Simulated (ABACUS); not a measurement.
Ti: single point with rPW86PBE

Ti:

```
CELL_PARAMETERS angstrom
-1.64100 1.64100 1.64100
1.64100 -1.64100 1.64100
1.64100 1.64100 -1.64100
ATOMIC_POSITIONS crystal
Ti 0.00000 0.00000 0.00000
```

This isn't the form of Ti at room conditions, which is hcp.

- Program: ABACUS 3.10.1
- Task: single point
- Functional: rPW86PBE
- Potentials or basis: SSSP 1.3 efficiency PBE
- Cutoff: 748 eV
- Density cutoff: 5987 eV
- Basis: plane waves
- k mesh: 9 × 9 × 9
- Occupations: fermi-dirac, width 0.05 eV
- Spin: no spin polarisation
- Radial cutoff of the potentials (pseudo_rcut): 10 bohr
- SCF threshold on the density: 1e-08
- Max SCF steps: 100
- Eigensolver: dav
- Mixing: broyden
- Mixing share: 0.7
- Symmetry key: 1

| Property | Result |
| --- | --- |
| Pressure | -0.3 GPa |
| Band gap on the k mesh | none (metal or under the smearing width) |

Levels at points of the mesh, in eV from the Fermi level:
```
           k point  band 2  band 3  band 4  band 5  band 6  band 7  band 8  band 9  band 10  band 11
(0.00, 0.00, 0.00)  -32.50  -32.50  -32.50   -5.88    0.94    0.94    0.94    2.65     2.65    17.31
```

Wall time 5.2 s on 4 MPI ranks on Intel(R) Xeon(R) Platinum 8488C (Sapphire Rapids) (shared host), peak memory 0.48 GiB a rank.

Caveat: the potentials were made for another functional, which shifts forces and pressure.
